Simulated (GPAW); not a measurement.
InGaAs2: band structure with LDA

Crystal: InGaAs2.

```
In As Ga
1.0
     4.22500    0.00000    0.00000
     0.00000    4.22500    0.00000
     0.00000    0.00000    5.96215
In As Ga
1 2 1
Cartesian
  0.0000 0.0000 2.9811
  0.0000 2.1125 1.3804
  2.1125 0.0000 4.5818
  2.1125 2.1125 0.0000
```

The cell comes from a database or a generator and needn't be the stable form of this composition.

| Property | Result |
| --- | --- |
| Program | GPAW 26.7.0 |
| Task | band structure |
| Functional | LDA |
| Potentials or basis | the program's PAW data sets (release 1.2.1) made for this functional |
| Cutoff | 600 eV |
| Basis | pw |
| k mesh | 5 × 5 × 4 |
| Occupations | fermi-dirac, width 0.05 eV |
| Spin | no spin polarisation |
| Maxiter | 150 |
| Band path | GXMGZRAZ,XR,MA |
| Band points | 60 |

```yaml
Pressure: -4.1 GPa
Largest_force: 0.056 eV/Å
Band_gap_along_the_path: none (metal or under the smearing width)
```

Forces on the atoms (eV/Å):
```
In   0.000  0.000  0.000
As   0.000  0.000  0.056
As   0.000  0.000 -0.056
Ga   0.000  0.000  0.000
```

Levels at the corners of the path, in eV from the Fermi level:
```csv
point,band 11,band 12,band 13,band 14,band 15,band 16
Γ,-0.58,-0.14,-0.02,-0.02,1.49,1.70
X,-2.80,-1.39,-0.85,1.86,2.81,4.73
M,-2.34,-2.34,-2.19,1.44,1.44,1.57
Γ,-0.58,-0.14,-0.02,-0.02,1.49,1.70
Z,-1.79,-1.20,-1.20,1.74,1.93,2.63
R,-1.03,-0.99,-0.76,0.38,0.85,4.25
A,-2.99,-2.91,-2.91,4.00,4.08,4.37
Z,-1.79,-1.20,-1.20,1.74,1.93,2.63
X,-2.80,-1.39,-0.85,1.86,2.81,4.73
R,-1.03,-0.99,-0.76,0.38,0.85,4.25
M,-2.34,-2.34,-2.19,1.44,1.44,1.57
A,-2.99,-2.91,-2.91,4.00,4.08,4.37
```

Run time: 81 s on 1 thread of Arm Neoverse V2 (shared host), peak memory 0.44 GiB.

Caveat: spin-orbit coupling is left out, which moves the levels of the heavy elements.
